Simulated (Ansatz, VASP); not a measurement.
# Two plane-wave programs on W

```
CELL_PARAMETERS angstrom
0.00000 2.09090 1.96910
2.09090 0.00000 1.96910
2.09090 2.09090 0.00000
ATOMIC_POSITIONS crystal
W 0.00000 0.00000 0.00000
```

Change from the starting cell: strain +0.030 along x and y, -0.030 along z, atoms carried along.

Alike in both runs: task single point; functional PBEsol; k mesh 20 × 20 × 20; occupations gaussian, width 0.15 eV; no spin polarisation.

|  | VASP | Ansatz |
| --- | --- | --- |
| version | VASP 6.6.1 | Ansatz 0.2.0 |
| potentials or method | VASP PAW PBE potentials, release 64 (W_sv) | scalar-relativistic, plane waves, PAW |
| plane-wave cutoff (eV) | 520 | 420 |
| valence electrons in the cell | 14 | 14 |

```tsv
	VASP	Ansatz	Ansatz less VASP
gap on the k mesh at the Fermi level (eV)	none	none	-
pressure (GPa)	-19.2	-19.6	-0.34
largest component of the traceless stress (GPa)	10.74	10.71	-0.036
```

A gap of «none» marks a metal or a gap that the smearing closes.

Caveats: so large a pressure means that the cell lies far from this level's equilibrium, or that cutoff or potentials fall short (VASP); the potentials were made for another functional, which shifts forces and pressure (VASP). Spin-orbit coupling is left out, which matters for the levels of W.
